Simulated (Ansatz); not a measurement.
Method: Ansatz 0.2.0, DFT PBE, scalar-relativistic, plane waves, PAW. All cells share a 420 eV cutoff and Γ-centred k meshes spaced at most about 0.3 Å⁻¹ (about 0.25 or finer for metals, 2π included). No spin polarisation.

All energies are static (0 K, no zero-point motion).

Two relaxed structures of Ga2As3:

A.

Space group R-3m:H (No. 166). a = 3.853 Å, b = 3.853 Å, c = 24.232 Å, α = 90.00°, β = 90.00°, γ = 120.00°
| atom | site | symmetry | x | y | z |
| --- | --- | --- | --- | --- | --- |
| Ga | 6c | 3m | 0.3333 | 0.6667 | 0.0590 |
| As | 6c | 3m | 0.6667 | 0.3333 | 0.1385 |
| As | 3a | -3m | 0.0000 | 0.0000 | 0.0000 |

B.

Space group P-3m1 (No. 164). a = 4.087 Å, b = 4.087 Å, c = 16.683 Å, α = 90.00°, β = 90.00°, γ = 120.00°
```tsv
atom	site	symmetry	x	y	z
Ga	2d	3m.	0.6667	0.3333	0.8206
Ga	2c	3m.	0.0000	0.0000	0.6208
As	2c	3m.	0.0000	0.0000	0.7737
As	2d	3m.	0.6667	0.3333	0.9745
As	2d	3m.	0.6667	0.3333	0.4293
```

Question: Which would you expect to be lower, and how large is the difference?

Answer: B is lower, by 80 meV/atom. A has the tetradymite type, space group R-3m (No. 166), 20.8 Å³/atom and no gap on its mesh; B has space group P-3m1 (No. 164), 24.1 Å³/atom and no gap. Counting As atoms around Ga (those within 1.25 times the shortest such distance or 1.15 times the sum of covalent radii, 1.27 where that leaves under three; a plus sign parts nearer from farther groups), A has Ga 3+3 and B has Ga 4. A and B both hold As–As nets. In A, Ga is surrounded by 3 As at 2.64 Å and 3 As at 2.94 Å; around As on a site of symmetry 3m lie 3 As at 2.61 Å and 3 Ga at 2.94 Å; As on a site of symmetry -3m has 6 Ga at 2.64 Å. In B, Ga on its first site is surrounded by 4 As at 2.49–2.57 Å; around Ga on its second site lie 4 As at 2.50–2.55 Å; As on its first site is surrounded by 4 Ga at 2.49–2.55 Å; 2 more sites not described. Both come from invented guesses. The lowest form computed isn't among them: it has space group P3m1 (No. 156), 23.4 Å³/atom and lies 119 meV/atom below the best shown.

No dispersion correction is applied, so the spacing and binding between layers, chains or molecules are poorly described (P-3m1), and this can change margins and order among such cells. In R-3m an odd number of electrons in the primitive cell allows no gap without spin; a larger cell or a magnetic state could open one. Cells relaxed within their symmetry can be saddle points. Some candidate types were left out of the draw beforehand, so a known form may be missing.
